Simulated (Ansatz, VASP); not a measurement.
Given: the input of a run of Ansatz 0.2.0 on MoS2.

Contents of input.yaml:

```yaml
crystal:
  lattice:
    - [3.1627554646, 0.0, 0.0]
    - [-1.5813777323, 2.7390265783, 0.0]
    - [0.0, 0.0, 17.2182568475]
  atoms:
    - { symbol: Mo, position: [0.0, 0.0, 0.0] }
    - { symbol: S, position: [0.3333333333, 0.6666666667, 0.91050702] }
    - { symbol: S, position: [0.3333333333, 0.6666666667, 0.08949298] }
hamiltonian:
  xc: lda
  pseudopotentials: { kind: paw }
kpoints:
  mp_grid: { grid: [10, 10, 2] }
scf:
  occupations: { method: fermi_dirac, width: 0.05 }
output:
  forces: true
  stress: true
  eigenvalues: true
```

Potentials or basis: Ansatz PAW.

The run is started by

```console
$ ansatz run input.yaml --threads 2 --pin off --max-ram 5632MiB --backend cpu --events-out ev --progress --plain --runs-dir out
```

Set up the same calculation for VASP 6.6.1. Potentials there: VASP PAW LDA potentials, release 64 (Mo_sv, S).

As run (the cutoff follows the program's own potentials):

Contents of INCAR:

```
ALGO     = Normal         # electronic algorithm
EDIFF    = 1E-7           # SCF threshold, eV
ENCUT    = 520            # plane-wave cutoff, eV
GGA      = CA             # functional
ISIF     = 2              # what is computed and relaxed
ISMEAR   = -1             # smearing method
LASPH    = T              # aspherical terms in the spheres
LCHARG   = F              # write CHGCAR
LREAL    = F              # projectors in reciprocal space
LWAVE    = F              # write WAVECAR
NBANDS   = 20             # bands
NELM     = 60             # most SCF steps
PREC     = Accurate       # precision mode
SIGMA    = 0.05           # smearing width, eV
```

KPOINTS

```
k-points
0
Gamma
  10 10 2
```

File POSCAR:

```
MoS2
1.0
    3.1627554646      0.0000000000      0.0000000000
   -1.5813777323      2.7390265783      0.0000000000
    0.0000000000      0.0000000000     17.2182568475
Mo S
1 2
Direct
    0.0000000000      0.0000000000      0.0000000000
    0.3333333333      0.6666666667      0.9105070200
    0.3333333333      0.6666666667      0.0894929800
```

Potentials or basis: VASP PAW LDA potentials, release 64 (Mo_sv, S).

Run with:

```console
$ cat potpaw_LDA.64/Mo_sv/POTCAR potpaw_LDA.64/S/POTCAR > POTCAR
$ mpirun -np 1 vasp_std > vasp.out
```

Both were run:

|  | VASP | Ansatz | Ansatz less VASP |
| --- | --- | --- | --- |
| gap on the k mesh at the Fermi level (eV) | 1.80 | 1.78 | -0.012 |
| least direct gap on the mesh (eV) | 1.99 | 1.98 | -0.007 |
| rms of the force components (eV/Å) | 0.020 | 0.028 | +0.0078 |

Atom by atom the forces differ by 0.008 eV/Å (rms over components).

Caveats: the PAW data sets come from PBE, with cores solved anew for the run's functional, which leaves a small shift of forces and pressure (Ansatz). As with any semilocal functional, this LDA gap is likely too small.
